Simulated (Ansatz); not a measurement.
Te: equilibrium volume by level of theory

The structure is trigonal, space group P3_121 (No. 152). Conventional cell: a = 4.454 Å, b = 4.454 Å, c = 5.924 Å, α = 90.00°, β = 90.00°, γ = 120.00°. Te (site symmetry 2) has 2 Te at 2.86 Å as nearest neighbours.

```csv
rung,level,program and potentials,cutoff (eV),k mesh,smearing,core time,chip,equilibrium volume (Å³/atom),notes
GGA,PBE,"Ansatz, Ansatz PAW",420,7 × 7 × 5,fermi-dirac 0.05,30 s,Intel Xeon Platinum 8488C Sapphire Rapids,35.14,-
GGA + dispersion,PBEsol+D3(BJ),"Ansatz, Ansatz PAW",420,7 × 7 × 5,fermi-dirac 0.05,35 s,Intel Xeon Platinum 8488C Sapphire Rapids,30.24,"potentials made for PBE, which Ansatz adapts in part"
GGA + dispersion,PBEsol+D4,"Ansatz, Ansatz PAW",420,7 × 7 × 5,fermi-dirac 0.05,35 s,Intel Xeon Platinum 8488C Sapphire Rapids,30.89,"potentials made for PBE, which Ansatz adapts in part"
GGA + dispersion,PBE+D4,"Ansatz, Ansatz PAW",420,7 × 7 × 5,fermi-dirac 0.05,38 s,Intel Xeon,32.09,-
GGA + dispersion,revPBE+D3(BJ),"Ansatz, Ansatz PAW",420,7 × 7 × 5,fermi-dirac 0.05,41 s,Intel Xeon,31.06,"potentials made for PBE, which Ansatz adapts in part"
GGA + dispersion,revPBE+D4,"Ansatz, Ansatz PAW",420,7 × 7 × 5,fermi-dirac 0.05,43 s,Intel Xeon,31.38,"potentials made for PBE, which Ansatz adapts in part"
GGA + dispersion,PBE+D3(BJ),"Ansatz, Ansatz PAW",420,7 × 7 × 5,fermi-dirac 0.05,43 s,Intel Xeon,32.16,-
GGA + dispersion,BLYP+D4,"Ansatz, Ansatz PAW",420,7 × 7 × 5,fermi-dirac 0.05,47 s,Intel Xeon,33.57,"potentials made for PBE, which Ansatz adapts in part"
meta-GGA,r2SCAN,"Ansatz, Ansatz PAW",500,7 × 7 × 5,fermi-dirac 0.05,49 s,INTEL XEON PLATINUM 8581C Emerald Rapids,36.39,"potentials made for PBE, which Ansatz adapts in part"
GGA + dispersion,RPBE+D4,"Ansatz, Ansatz PAW",420,7 × 7 × 5,fermi-dirac 0.05,72 s,Intel Xeon Skylake/Cascade Lake,30.77,"potentials made for PBE, which Ansatz adapts in part"
GGA,revPBE,"Ansatz, Ansatz PAW",420,7 × 7 × 5,fermi-dirac 0.05,1.7 min,Intel Xeon,38.26,"potentials made for PBE, which Ansatz adapts in part"
hybrid,HSE06,"Ansatz, Ansatz PAW",420,4 × 4 × 3,fermi-dirac 0.05,5.9 min,Arm Neoverse V1,37.22,"coarse mesh; potentials made for PBE, which Ansatz adapts in part"
```

Times are single runs on shared hosts and different chips, so they are rough; meshes, cutoffs and the tasks' sizes weigh on the time. Task: relaxation of cell and atoms. All rows: no spin polarisation. Smearing widths are in eV. Meshes differ between rows, which moves values too. Meshes are those of the run's cell of 3 atoms unless a note names another. Relaxations start from the cell shown or near it and stop with a little pressure left. Runs on faulty files, with rough fits or with known faults for this quantity aren't shown. No row holds spin-orbit coupling.

By rung: GGA 35.14 to 38.26; GGA + dispersion 30.24 to 33.57; meta-GGA 36.39; hybrid on coarse meshes 37.22 (Å³/atom).
